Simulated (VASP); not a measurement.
# ZrB2 (P6/mmm) in VASP: notebook, part 2 of 2

VASP 6.6.1. The steps go on from the part before.

**3. Electric field gradients, r2SCAN**

File POSCAR:

```
ZrB2
1.0
    3.1675246616      0.0000000000      0.0000000000
   -1.5837623308      2.7431568240      0.0000000000
    0.0000000000      0.0000000000      3.5523880600
Zr B
1 2
Direct
    0.0000000000      0.0000000000      0.0000000000
    0.3333333333      0.6666666667      0.5000000000
    0.6666666667      0.3333333333      0.5000000000
```

File INCAR.step1:

```
SYSTEM = ZrB2
ALGO     = Normal         ! electronic algorithm
EDIFF    = 1E-4           ! SCF threshold, eV
ENCUT    = 520            ! plane-wave cutoff, eV
GGA      = PE             ! functional
ISMEAR   = -1             ! smearing method
LASPH    = .TRUE.         ! aspherical terms in the spheres
LCHARG   = .FALSE.        ! write CHGCAR
LREAL    = .FALSE.        ! projectors in reciprocal space
LWAVE    = .TRUE.         ! write WAVECAR
NBANDS   = 16             ! bands
NELM     = 100            ! most SCF steps
PREC     = Accurate       ! precision mode
SIGMA    = 0.08           ! smearing width, eV
```

File INCAR.step2:

```
SYSTEM = ZrB2
ALGO     = Normal         ! electronic algorithm
EDIFF    = 1E-8           ! SCF threshold, eV
ENCUT    = 520            ! plane-wave cutoff, eV
ISIF     = 2              ! what is computed and relaxed
ISMEAR   = -1             ! smearing method
ISTART   = 1            
LASPH    = .TRUE.         ! aspherical terms in the spheres
LCHARG   = .FALSE.        ! write CHGCAR
LEFG     = .TRUE.       
LMIXTAU  = .TRUE.       
LREAL    = .FALSE.        ! projectors in reciprocal space
LWAVE    = .FALSE.        ! write WAVECAR
METAGGA  = R2SCAN         ! meta-GGA
NBANDS   = 16             ! bands
NELM     = 100            ! most SCF steps
PREC     = Accurate       ! precision mode
SIGMA    = 0.08           ! smearing width, eV
```

File KPOINTS:

```
k-points
0
G
  15 15 12
  0 0 0
```

Potentials or basis: VASP PAW PBE potentials, release 64 (Zr_sv, B).

The run is started by

```sh
> cat potpaw_PBE.64/Zr_sv/POTCAR potpaw_PBE.64/B/POTCAR > POTCAR
> cp INCAR.step1 INCAR
> mpirun -np 1 vasp_std > vasp.out
> cp INCAR.step2 INCAR
> mpirun -np 1 vasp_std > vasp.out
```

OUTCAR:

```text
SYSTEM = ZrB2
   EDIFF = 1E-8
   ENCUT = 520
   ISIF = 2
   ISMEAR = -1
   ISTART = 1
   LASPH = .TRUE.
   LREAL = .FALSE.
   METAGGA = R2SCAN
   NELM = 100
   PREC = Accurate

 ion  position               nearest neighbor table
   1  0.000  0.000  0.000-   2 2.55   3 2.55   2 2.55   3 2.55   2 2.55   2 2.55   3 2.55   3 2.55
                             3 2.55   3 2.55   2 2.55   2 2.55
   2  0.333  0.667  0.500-   3 1.83   3 1.83   3 1.83   1 2.55   1 2.55   1 2.55   1 2.55   1 2.55
                             1 2.55
   3  0.667  0.333  0.500-   2 1.83   2 1.83   2 1.83   1 2.55   1 2.55   1 2.55   1 2.55   1 2.55
                             1 2.55

  LATTYP: Found a hexagonal cell.
 ALAT       =     3.1675246616
 C/A-ratio  =     1.1215028893

  Lattice vectors:

 A1 = (   3.1675246616,   0.0000000000,   0.0000000000)
 A2 = (  -1.5837623308,   2.7431568240,   0.0000000000)
 A3 = (   0.0000000000,   0.0000000000,   3.5523880600)

Analysis of symmetry for initial positions (statically):
=====================================================================
 Subroutine PRICEL returns:
 Original cell was already a primitive cell.

 Routine SETGRP: Setting up the symmetry group for a
 hexagonal supercell.

 Subroutine GETGRP returns: Found 24 space group operations
 (whereof 24 operations were pure point group operations)
 out of a pool of 24 trial point group operations.

The static configuration has the point symmetry D_6h.

Analysis of symmetry for dynamics (positions and initial velocities):
=====================================================================
 Subroutine PRICEL returns:
 Original cell was already a primitive cell.

 Routine SETGRP: Setting up the symmetry group for a
 hexagonal supercell.

[... 167 lines left out ...]
      4     -16.7435      2.00000
      5      -3.0276      2.00000
      6       7.8674      2.00000
[... 433 lines left out ...]
      3     -17.1902      2.00000
      4     -17.1243      2.00000
      5       1.6568      2.00000
      6       1.7002      2.00000
[... 8 lines left out ...]
     15      20.4090      0.00000
     16      20.5739      0.00000

 [... further k-points ...]
[... 5 lines left out ...]
  --------------------------------------------------------------------------------------
  -------------------------------------------------------------------------------------
  Total        0.0042455      0.0042455     -0.0085798      0.0000000     -0.0000000      0.0000000
  in kB        0.2203688      0.2203688     -0.4453473      0.0000000     -0.0000000      0.0000000
  external PRESSURE =      -0.0015366 kB  Pullay stress =       0.0000000 kB

 VOLUME and BASIS-vectors are now :
 -----------------------------------------------------------------------------
  energy-cutoff  :      520.00
  volume of cell :       30.87
      direct lattice vectors                 reciprocal lattice vectors
     3.167524662  0.000000000  0.000000000     0.315703935  0.182271752  0.000000000
    -1.583762331  2.743156824  0.000000000     0.000000000  0.364543504  0.000000000
     0.000000000  0.000000000  3.552388060     0.000000000  0.000000000  0.281500777

 POSITION                                       TOTAL-FORCE (eV/Angst)
 -----------------------------------------------------------------------------------
      0.00000      0.00000      0.00000        -0.000000      0.000000      0.000000
     -0.00000      1.82877      1.77619         0.000000     -0.000000      0.000000
      1.58376      0.91439      1.77619        -0.000000      0.000000      0.000000
 -----------------------------------------------------------------------------------
    total drift:                               -0.000000      0.000000     -0.000000

  FREE ENERGIE OF THE ION-ELECTRON SYSTEM (eV)
  ---------------------------------------------------
  free  energy   TOTEN  =       -40.6400507031 eV

  energy  without entropy=      -40.6351026390  energy(sigma->0) =      -40.63757667

 Electric field gradients (V/A^2)
---------------------------------------------------------------------
 ion       V_xx      V_yy      V_zz      V_xy      V_xz      V_yz
---------------------------------------------------------------------
   1     -19.310   -19.311    38.621    -0.000     0.000     0.000
   2      -1.051    -1.051     2.101    -0.000     0.000    -0.000
   3      -1.051    -1.051     2.101    -0.000    -0.000    -0.000
---------------------------------------------------------------------

 Electric field gradients after diagonalization (V/A^2)
 (convention: |V_zz| > |V_xx| > |V_yy|)
----------------------------------------------------------------------
 ion       V_xx      V_yy      V_zz     asymmetry (V_yy - V_xx)/ V_zz
----------------------------------------------------------------------
   1     -19.311   -19.310    38.621       0.000
   2      -1.051    -1.051     2.101       0.000
   3      -1.051    -1.051     2.101       0.000
----------------------------------------------------------------------

           NMR quadrupolar parameters

 Cq : quadrupolar parameter    Cq=e*Q*V_zz/h
 eta: asymmetry parameters     (V_yy - V_xx)/ V_zz
 Q  : nuclear electric quadrupole moment in mb (millibarn)
----------------------------------------------------------------------
 ion       Cq(MHz)       eta       Q (mb)
----------------------------------------------------------------------
   1       0.093       0.000       1.000
   2       0.005       0.000       1.000
   3       0.005       0.000       1.000
----------------------------------------------------------------------
```

OUTCAR.step1:

```text
SYSTEM = ZrB2
   EDIFF = 1E-4
   ENCUT = 520
   GGA = PE
   ISMEAR = -1
   LASPH = .TRUE.
   LREAL = .FALSE.
   NELM = 100
[... 683 lines left out ...]
      0.00000      0.00000      0.00000        -0.000000      0.000000      0.000000
     -0.00000      1.82877      1.77619        -0.000000      0.000000      0.000000
      1.58376      0.91439      1.77619         0.000000     -0.000000      0.000000
 -----------------------------------------------------------------------------------
    total drift:                               -0.000000      0.000000      0.000000

  FREE ENERGIE OF THE ION-ELECTRON SYSTEM (eV)
  ---------------------------------------------------
  free  energy   TOTEN  =       -24.9809175723 eV

  energy  without entropy=      -24.9756474513  energy(sigma->0) =      -24.97828251
```

OSZICAR.step1:

```text
N       E                     dE             d eps       ncg     rms          rms(c)
DAV:   1     0.103636094762E+03    0.10364E+03   -0.96809E+03  6056   0.112E+03
DAV:   2    -0.235018384655E+02   -0.12714E+03   -0.12223E+03  7968   0.290E+02
DAV:   3    -0.276159192265E+02   -0.41141E+01   -0.40968E+01  9144   0.453E+01
DAV:   4    -0.276800892246E+02   -0.64170E-01   -0.64156E-01  7512   0.503E+00
DAV:   5    -0.276812966177E+02   -0.12074E-02   -0.12074E-02  8944   0.496E-01    0.213E+01
DAV:   6    -0.250250783327E+02    0.26562E+01   -0.59849E+00  7824   0.162E+01    0.853E+00
DAV:   7    -0.249820709734E+02    0.43007E-01   -0.59044E-01  8392   0.485E+00    0.317E+00
DAV:   8    -0.249849555249E+02   -0.28846E-02   -0.92996E-02  7240   0.242E+00    0.390E-01
DAV:   9    -0.249812649683E+02    0.36906E-02   -0.19597E-02  7472   0.102E+00    0.217E-01
DAV:  10    -0.249809106327E+02    0.35434E-03   -0.19086E-03  7184   0.396E-01    0.357E-02
DAV:  11    -0.249809175723E+02   -0.69397E-05   -0.60997E-05  4336   0.781E-02
   1 F= -.24980918E+02 E0= -.24978283E+02  d E =-.527012E-02
```

It took 2.5 min on 1 thread of Intel Xeon 6975P-C (Granite Rapids), shared host; peak memory 0.22 GiB.

What came out:

```yaml
Free_energy: -40.6401 eV
Pressure: 0.0 GPa
Band_gap_on_the_k_mesh: none (metal or under the smearing width)
```

Electric field gradients, principal values (V/Å²):
```csv
atom,Vxx,Vyy,Vzz
1 Zr,-19.310,-19.311,38.621
2 B,-1.051,-1.051,2.101
3 B,-1.051,-1.051,2.101
```

Caveat: the PAW data sets were made with another functional, which shifts forces and pressure a little.
